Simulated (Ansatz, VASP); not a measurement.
One calculation of Cr, two programs

INCAR

```
SYSTEM = Cr
PREC = Accurate ; ENCUT = 600
EDIFF = 1E-7 ; ISMEAR = 0
SIGMA = 0.1 ; LREAL = .False.
LASPH = .True. ; NELM = 100
ALGO = Normal ; ISIF = 3
LWAVE = .False. ; LCHARG = .False.
GGA = PS ; IBRION = 2
NSW = 65 ; EDIFFG = -0.01
```

The input KPOINTS:

```
regular mesh
0
Gamma
  21 21 5
  0 0 0
```

File POSCAR:

```
Cr
1.0
    2.4566663936      0.0000000000      0.0000000000
   -1.2283331968      2.1275355055      0.0000000000
    0.0000000000      0.0000000000      8.7902929900
Cr
4
Direct
    0.0000000000      0.0000000000      0.0000000000
    0.3333333333      0.6666666667      0.2500000000
    0.0000000000      0.0000000000      0.5000000000
    0.6666666667      0.3333333333      0.7500000000
```

Input for Ansatz:

```yaml
crystal:
  lattice:
    - [2.4566663936, 0.0, 0.0]
    - [-1.2283331968, 2.1275355055, 0.0]
    - [0.0, 0.0, 8.79029299]
  atoms:
    - { symbol: Cr, position: [0.0, 0.0, 0.0] }
    - { symbol: Cr, position: [0.3333333333, 0.6666666667, 0.25] }
    - { symbol: Cr, position: [0.0, 0.0, 0.5] }
    - { symbol: Cr, position: [0.6666666667, 0.3333333333, 0.75] }
basis:
  ecutwfc: 420
kpoints:
  mp_grid: { grid: [21, 21, 5] }
hamiltonian:
  xc: pbesol
scf:
  occupations: { method: gaussian, width: 0.1 }
output:
  forces: true
  stress: true
  eigenvalues: true
  populations: true
relax:
  adjacent_minimum: "off"
  f_tol: 0.01
  max_steps: 45
  cell: { stress_tol: 0.05 }
```

Alike in both runs: task relaxation of cell and atoms; functional PBEsol; k mesh 21 × 21 × 5; occupations gaussian, width 0.1 eV; no spin polarisation.

|  | VASP | Ansatz |
| --- | --- | --- |
| version | VASP 6.6.1 | Ansatz 0.2.0 |
| potentials or method | VASP PAW PBE potentials, release 64 (Cr_pv) | scalar-relativistic, plane waves, PAW |
| plane-wave cutoff (eV) | 600 | 420 |
| valence electrons in the cell | 48 | 56 |

|  | VASP | Ansatz | Ansatz less VASP |
| --- | --- | --- | --- |
| gap on the k mesh at the Fermi level, each at its own relaxed structure (eV) | none | none | - |
| relaxed volume (Å³/atom) | 11.45 | 11.47 | +0.025 |
| relaxed cell length with the largest relative difference (Å) | 2.466 | 2.468 | +0.0019 |
| energy change over the relaxation (meV/atom) | -2 | -2 | 0.0 |

A gap of «none» marks a metal or a gap that the smearing closes. The two sets of potentials don't hold the same shells in valence.

Caveats: the bands computed are all filled at some k points, so no gap is given; the PAW data sets were made with another functional, which shifts forces and pressure a little (VASP); the run has no spin polarisation, though such a crystal can be magnetic. Spin polarisation is off, so any magnetic state and its effect on volume and gap are missing.
